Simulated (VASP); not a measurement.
# AlN (F-43m) in VASP: band structure with PBE

Aim: the band structure of AlN with PBE.

All numbers are computed with VASP 6.6.1; they aren't measurements. Logs are shortened: lines on timing, memory, paths and dates and some standing lists are left out, and cuts for length are marked.

## Step 1: The crystal as given

Symmetry: F-43m, No. 216, cubic system. Conventional cell: a = 4.401 Å, b = 4.401 Å, c = 4.401 Å, α = 90.00°, β = 90.00°, γ = 90.00°. Al (site symmetry -43m) is surrounded by 4 N at 1.91 Å. Around N (site symmetry -43m) lie 4 Al at 1.91 Å.

Measurements of this composition are mostly on another form, of space group No. 186.

## Step 2: Band structure, PBE

The input, POSCAR:

```
AlN                                     
1.0
    0.0000000000      2.2005626186      2.2005626186
    2.2005626186      0.0000000000      2.2005626186
    2.2005626186      2.2005626186      0.0000000000
  Al              N             
     1     1
Direct
     0.0000000000000000    0.0000000000000000    0.0000000000000000
     0.7500000000000000    0.7500000000000000    0.7500000000000000
```

The input, INCAR.step1:

```
SYSTEM = AlN
PREC = Accurate
ENCUT = 520
EDIFF = 1E-7
ISMEAR = 0
SIGMA = 1.0
LREAL = .False.
LASPH = .True.
NELM = 80
ALGO = Normal
ISIF = 2
LWAVE = .False.
LCHARG = .True.
GGA = PE
NBANDS = 11
```

The input, KPOINTS.step1:

```
Automatic mesh
0
Gamma
  12 12 12
  0 0 0
```

The input, INCAR.step2:

```
SYSTEM = AlN
PREC = Accurate
ENCUT = 520
EDIFF = 1E-7
ISMEAR = 0
SIGMA = 0.05
LREAL = .False.
LASPH = .True.
NELM = 80
ALGO = Normal
ISIF = 2
LWAVE = .False.
LCHARG = .False.
GGA = PE
NBANDS = 11
ICHARG = 11
```

The input, KPOINTS.step2:

```
path GXWKGLUWLK,UX
10
line-mode
reciprocal
 0.0000000000  0.0000000000  0.0000000000  G
 0.5000000000  0.0000000000  0.5000000000  X

 0.5000000000  0.0000000000  0.5000000000  X
 0.5000000000  0.2500000000  0.7500000000  W

 0.5000000000  0.2500000000  0.7500000000  W
 0.3750000000  0.3750000000  0.7500000000  K

 0.3750000000  0.3750000000  0.7500000000  K
 0.0000000000  0.0000000000  0.0000000000  G

 0.0000000000  0.0000000000  0.0000000000  G
 0.5000000000  0.5000000000  0.5000000000  L

 0.5000000000  0.5000000000  0.5000000000  L
 0.6250000000  0.2500000000  0.6250000000  U

 0.6250000000  0.2500000000  0.6250000000  U
 0.5000000000  0.2500000000  0.7500000000  W

 0.5000000000  0.2500000000  0.7500000000  W
 0.5000000000  0.5000000000  0.5000000000  L

 0.5000000000  0.5000000000  0.5000000000  L
 0.3750000000  0.3750000000  0.7500000000  K

 0.6250000000  0.2500000000  0.6250000000  U
 0.5000000000  0.0000000000  0.5000000000  X
```

Potentials or basis: VASP PAW PBE potentials, release 64 (Al, N).

On the command line:

```
> cat potpaw_PBE.64/Al/POTCAR potpaw_PBE.64/N/POTCAR > POTCAR
> cp INCAR.step1 INCAR
> cp KPOINTS.step1 KPOINTS
> mpirun -np 1 vasp_std > vasp.out
> cp INCAR.step2 INCAR
> cp KPOINTS.step2 KPOINTS
> mpirun -np 1 vasp_std > vasp.out
```

OUTCAR:

```text
SYSTEM = AlN
   PREC = Accurate
   ENCUT = 520
   EDIFF = 1E-7
   ISMEAR = 0
   LREAL = .False.
   LASPH = .True.
   NELM = 80
   ISIF = 2
   GGA = PE
   ICHARG = 11

 ion  position               nearest neighbor table
   1  0.000  0.000  0.000-   2 1.91   2 1.91   2 1.91   2 1.91
   2  0.750  0.750  0.750-   1 1.91   1 1.91   1 1.91   1 1.91

  LATTYP: Found a face centered cubic cell.
 ALAT       =     4.4011252372

  Lattice vectors:

 A1 = (   0.0000000000,   2.2005626186,   2.2005626186)
 A2 = (   2.2005626186,   0.0000000000,   2.2005626186)
 A3 = (   2.2005626186,   2.2005626186,   0.0000000000)

Analysis of symmetry for initial positions (statically):
=====================================================================
 Subroutine PRICEL returns:
 Original cell was already a primitive cell.

 Routine SETGRP: Setting up the symmetry group for a
 face centered cubic supercell.

 Subroutine GETGRP returns: Found 24 space group operations
 (whereof 24 operations were pure point group operations)
 out of a pool of 48 trial point group operations.

The static configuration has the point symmetry T_d .

Analysis of symmetry for dynamics (positions and initial velocities):
=====================================================================
 Subroutine PRICEL returns:
 Original cell was already a primitive cell.

 Routine SETGRP: Setting up the symmetry group for a
 face centered cubic supercell.

 Subroutine GETGRP returns: Found 24 space group operations
 (whereof 24 operations were pure point group operations)
 out of a pool of 48 trial point group operations.

The dynamic configuration has the point symmetry T_d .

 Subroutine INISYM returns: Found 24 space group operations
 (whereof 24 operations are pure point group operations),
 and found     1 'primitive' translations

----------------------------------------------------------------------------------------

                                     Primitive cell

  volume of cell :      21.3123

  direct lattice vectors                    reciprocal lattice vectors
     0.000000000  2.200562619  2.200562619    -0.227214620  0.227214620  0.227214620
     2.200562619  0.000000000  2.200562619     0.227214620 -0.227214620  0.227214620
     2.200562619  2.200562619  0.000000000     0.227214620  0.227214620 -0.227214620

  length of vectors
     3.112065500  3.112065500  3.112065500     0.393547267  0.393547267  0.393547267

  position of ions in fractional coordinates (direct lattice)
     0.000000000  0.000000000  0.000000000
     0.750000000  0.750000000  0.750000000

  ion indices of the primitive-cell ions
   primitive index   ion index
                 1           1
                 2           2

----------------------------------------------------------------------------------------

 KPOINTS: path GXWKGLUWLK,UX

Interpolating k-points between supplied coordinates.

 Line segments in fractional coordinates (reciprocal lattice):
    0.000000  0.000000  0.000000  ...  0.500000  0.000000  0.500000
    0.500000  0.000000  0.500000  ...  0.500000  0.250000  0.750000
    0.500000  0.250000  0.750000  ...  0.375000  0.375000  0.750000
    0.375000  0.375000  0.750000  ...  0.000000  0.000000  0.000000
    0.000000  0.000000  0.000000  ...  0.500000  0.500000  0.500000
    0.500000  0.500000  0.500000  ...  0.625000  0.250000  0.625000
    0.625000  0.250000  0.625000  ...  0.500000  0.250000  0.750000
    0.500000  0.250000  0.750000  ...  0.500000  0.500000  0.500000
    0.500000  0.500000  0.500000  ...  0.375000  0.375000  0.750000
    0.625000  0.250000  0.625000  ...  0.500000  0.000000  0.500000

 Generated    10 points on each line segment, for a total of    100 k-points:

 Following reciprocal coordinates:
            Coordinates               Weight
  0.000000  0.000000  0.000000      0.010000
  0.055556  0.000000  0.055556      0.010000
  0.111111  0.000000  0.111111      0.010000
  0.166667  0.000000  0.166667      0.010000
  0.222222  0.000000  0.222222      0.010000
  0.277778  0.000000  0.277778      0.010000
[... 16 lines left out ...]
  0.472222  0.277778  0.750000      0.010000
  0.458333  0.291667  0.750000      0.010000
 [... further k-points ...]
   k-points           NKPTS =    100   k-points in BZ     NKDIM =    100   number of bands    NBANDS=     11
   number of dos      NEDOS =    301   number of ions     NIONS =      2
   total plane-waves  NPLWV =  13824
   dimension x,y,z NGX =    24 NGY =   24 NGZ =   24
   dimension x,y,z NGXF=    48 NGYF=   48 NGZF=   48
   ions per type =               1   1
   NGX,Y,Z   is equivalent  to a cutoff of  12.82, 12.82, 12.82 a.u.
   NGXF,Y,Z  is equivalent  to a cutoff of  25.64, 25.64, 25.64 a.u.
 SYSTEM =  AlN
   PREC   = accura    normal or accurate (medium, high low for compatibility)
   ISTART =      0    job   : 0-new  1-cont  2-samecut
   ICHARG =     11    charge: 1-file 2-atom 10-const
   ISPIN  =      1    spin polarized calculation?
   LNONCOLLINEAR =      F non collinear calculations
   LSORBIT =      F    spin-orbit coupling
   LASPH  =      T    aspherical Exc in radial PAW
   ENCUT  =  520.0 eV  38.22 Ry    6.18 a.u.   5.79  5.79  5.79*2*pi/ulx,y,z
   NELM   =     80;   NELMIN=  2; NELMDL=  0     # of ELM steps
   EDIFF  = 0.1E-06   stopping-criterion for ELM
   LREAL  =      F    real-space projection
   EDIFFG = 0.1E-05   stopping-criterion for IOM
   NSW    =      0    number of steps for IOM
   IBRION =     -1    ionic relax: 0-MD 1-quasi-New 2-CG
   NFREE  =      0    steps in history (QN), initial steepest desc. (CG)
   ISIF   =      2    stress and relaxation
   ISYM   =      2    0-nonsym 1-usesym 2-fastsym
   POTIM  = 0.5000    time-step for ionic-motion
   TEBEG  =    0.0;   TEEND  =   0.0 temperature during run
   PSTRESS=    0.0 pullay stress
   NELECT =       8.0000    total number of electrons
   NUPDOWN=      -1.0000    fix difference up-down
   EMIN   =  10.00;   EMAX   =-10.00  energy-range for DOS
   EFERMI =   0.00;   METHOD = LEGACY
   ISMEAR =     0;   SIGMA  =   0.05  broadening in eV -4-tet -1-fermi 0-gaus
   EFERMI_NEDOS =   21; number of points for ismear=-14 and -15
   IALGO  =     38    algorithm
   IMIX   =      4    mixing-type and parameters
     AMIX     =   0.40;   BMIX     =  1.00
     AMIX_MAG =   1.60;   BMIX_MAG =  1.00
  volume/ion in A,a.u.               =      10.66        71.91
  Fermi-wavevector in a.u.,A,eV,Ry     =   1.180940  2.231653 18.974941  1.394619
  Thomas-Fermi vector in A             =   2.317223
   LORBIT       =      0    0 simple, 1 ext, 2 COOP (PROOUT), +10 PAW based schemes
   GGA     = PE    functional components
   LHFCALC =     F    Hartree Fock is set to
   AEXX    =    0.0000 exact exchange contribution
   IVDW    =     0    specifies the selected vdW correction
   LEPSILON=     F    determine dielectric tensor
   LRPA    =     F    only Hartree local field effects (RPA)
 non-spin polarized calculation
 Gauss-broadening in eV      SIGMA  =   0.05
  energy-cutoff  :      520.00
  volume of cell :       21.31
 maximum number of plane-waves:       589
 NGX is ok and might be reduce to    24

 number of electron       8.0000001 magnetization

 Free energy of the ion-electron system (eV)
  ---------------------------------------------------
  ext. energy  EPLUGINS =         0.00000000
  ---------------------------------------------------
  free energy    TOTEN  =       -15.09155804 eV

  energy without entropy =      -15.09155804  energy(sigma->0) =      -15.09155804

 E-fermi :   6.0174     XC(G=0): -10.8354

 val. band max:        5.7569636848   @ k =   0.0000   0.0000   0.0000
 cond. band min:       9.0634720213   @ k =   0.5000   0.0000   0.5000
 fundamental gap:      3.3065083365
 Fermi energy:         6.0173957589

 k-point     1 :       0.0000    0.0000    0.0000
  band No.  band energies     occupation
      1      -9.0931      2.00000
      2       5.7570      2.00000
      3       5.7570      2.00000
      4       5.7570      2.00000
      5       9.7539      0.00000
      6      18.0952      0.00000
      7      18.0952      0.00000
      8      18.0952      0.00000
      9      23.2655      0.00000
     10      23.2656      0.00000
     11      24.6238      0.00000

 k-point     2 :       0.0556    0.0000    0.0556
  band No.  band energies     occupation
      1      -9.0342      2.00000
      2       5.4713      2.00000
      3       5.6918      2.00000
      4       5.6918      2.00000
      5      10.0672      0.00000
      6      17.8863      0.00000
      7      18.1828      0.00000
      8      18.1828      0.00000
      9      21.8379      0.00000
     10      23.3576      0.00000
     11      24.8139      0.00000

 k-point     3 :       0.1111    0.0000    0.1111
  band No.  band energies     occupation
      1      -8.8598      2.00000
      2       4.8112      2.00000
      3       5.5099      2.00000
      4       5.5099      2.00000
      5      10.7738      0.00000
      6      17.3532      0.00000
      7      18.4321      0.00000
      8      18.4321      0.00000
      9      19.9130      0.00000
     10      23.6333      0.00000
     11      25.3787      0.00000

 k-point     4 :       0.1667    0.0000    0.1667
  band No.  band energies     occupation
      1      -8.5791      2.00000
      2       4.0326      2.00000
      3       5.2465      2.00000
      4       5.2465      2.00000
      5      11.4762      0.00000
      6      16.6926      0.00000
      7      18.2637      0.00000
      8      18.8102      0.00000
      9      18.8102      0.00000
     10      24.0918      0.00000
     11      26.2971      0.00000

 k-point     5 :       0.2222    0.0000    0.2222
  band No.  band energies     occupation
      1      -8.2089      2.00000
      2       3.2573      2.00000
      3       4.9449      2.00000
      4       4.9449      2.00000
      5      11.7437      0.00000
      6      16.1007      0.00000
      7      17.2352      0.00000
      8      19.2773      0.00000
      9      19.2773      0.00000
     10      24.7308      0.00000
     11      27.5259      0.00000
[... 211 lines left out ...]
 k-point    21 :       0.5000    0.2500    0.7500
  band No.  band energies     occupation
      1      -6.4442      2.00000
      2       2.0021      2.00000
      3       2.3981      2.00000
      4       3.1120      2.00000
      5      11.7506      0.00000
      6      17.0545      0.00000
      7      17.5173      0.00000
      8      17.6110      0.00000
      9      22.6798      0.00000
     10      24.4363      0.00000
     11      30.3318      0.00000

 k-point    22 :       0.4861    0.2639    0.7500
  band No.  band energies     occupation
      1      -6.4473      2.00000
      2       1.9641      2.00000
      3       2.4109      2.00000
      4       3.1561      2.00000
      5      11.7287      0.00000
      6      16.9200      0.00000
      7      17.5602      0.00000
      8      17.7294      0.00000
      9      22.6376      0.00000
     10      24.4721      0.00000
     11      30.3069      0.00000

 k-point    23 :       0.4722    0.2778    0.7500
  band No.  band energies     occupation
      1      -6.4552      2.00000
      2       1.8885      2.00000
      3       2.4068      2.00000
      4       3.2890      2.00000
      5      11.6629      0.00000
      6      16.6613      0.00000
      7      17.7350      0.00000
      8      17.9004      0.00000
      9      22.5136      0.00000
     10      24.5702      0.00000
     11      30.2416      0.00000

 k-point    24 :       0.4583    0.2917    0.7500
  band No.  band energies     occupation
      1      -6.4660      2.00000
      2       1.8079      2.00000
      3       2.3747      2.00000
      4       3.4827      2.00000
      5      11.5567      0.00000
      6      16.4058      0.00000
      7      17.9469      0.00000
      8      18.0939      0.00000
      9      22.3189      0.00000
     10      24.7105      0.00000
     11      30.1630      0.00000

 [... further k-points ...]

------------------------ aborting loop because EDIFF is reached ----------------------------------------

  FORCE on cell =-STRESS in cart. coord.  units (eV):
  Direction    XX          YY          ZZ          XY          YZ          ZX
  --------------------------------------------------------------------------------------
  -------------------------------------------------------------------------------------
  Total       -0.4717719     -0.4717719     -0.4717719     -0.0000000     -0.0000000      0.0000000
  in kB      -35.4659368    -35.4659368    -35.4659368     -0.0000000     -0.0000000      0.0000000
  external PRESSURE =     -35.4659368 kB  Pullay stress =       0.0000000 kB

 VOLUME and BASIS-vectors are now :
 -----------------------------------------------------------------------------
  energy-cutoff  :      520.00
  volume of cell :       21.31
      direct lattice vectors                 reciprocal lattice vectors
     0.000000000  2.200562619  2.200562619    -0.227214620  0.227214620  0.227214620
     2.200562619  0.000000000  2.200562619     0.227214620 -0.227214620  0.227214620
     2.200562619  2.200562619  0.000000000     0.227214620  0.227214620 -0.227214620

 POSITION                                       TOTAL-FORCE (eV/Angst)
 -----------------------------------------------------------------------------------
      0.00000      0.00000      0.00000        -0.000000     -0.000000      0.000000
      3.30084      3.30084      3.30084         0.000000      0.000000     -0.000000
 -----------------------------------------------------------------------------------
    total drift:                               -0.000000     -0.000000     -0.000000

  FREE ENERGIE OF THE ION-ELECTRON SYSTEM (eV)
  ---------------------------------------------------
  free  energy   TOTEN  =       -15.0915580393 eV

  energy  without entropy=      -15.0915580393  energy(sigma->0) =      -15.09155804
```

Wall time 13 s (1 thread of Intel Xeon Platinum 8375C at 2.90GHz (Ice Lake), shared host); peak memory 0.14 GiB.

What came out:

```yaml
Band_gap_on_the_k_mesh: 3.31 eV, indirect (least direct gap 4.00 eV)
Band_gap_along_the_path: 3.31 eV, indirect (least direct gap 4.00 eV)
```

Levels at the corners of the path, in eV from the valence-band top:
```
point  band 2  band 3  band 4  band 5  band 6  band 7
    Γ    0.00    0.00    0.00    4.00   12.34   12.34
    X   -4.83   -1.75   -1.75    3.31    8.48   13.65
    X   -4.83   -1.75   -1.75    3.31    8.48   13.65
    W   -3.75   -3.36   -2.64    5.99   11.30   11.76
    W   -3.75   -3.36   -2.64    5.99   11.30   11.76
    K   -4.20   -3.56   -1.35    5.12    9.94   12.79
    K   -4.20   -3.56   -1.35    5.12    9.94   12.79
    Γ    0.00    0.00    0.00    4.00   12.34   12.34
    Γ    0.00    0.00    0.00    4.00   12.34   12.34
    L   -5.76   -0.48   -0.48    7.17    9.71   11.01
    L   -5.76   -0.48   -0.48    7.17    9.71   11.01
    U   -4.20   -3.56   -1.35    5.12    9.94   12.79
    U   -4.20   -3.56   -1.35    5.12    9.94   12.79
    W   -3.75   -3.36   -2.64    5.99   11.30   11.76
    W   -3.75   -3.36   -2.64    5.99   11.30   11.76
    L   -5.76   -0.48   -0.48    7.17    9.71   11.01
    L   -5.76   -0.48   -0.48    7.17    9.71   11.01
    K   -4.20   -3.56   -1.35    5.12    9.94   12.79
    U   -4.20   -3.56   -1.35    5.12    9.94   12.79
    X   -4.83   -1.75   -1.75    3.31    8.48   13.65
```

Caveat: the log is that of the step along the path at fixed density, whose energy, stress, charges and moments have no meaning. PBE gaps usually lie below the measured ones, often by a third to a half.
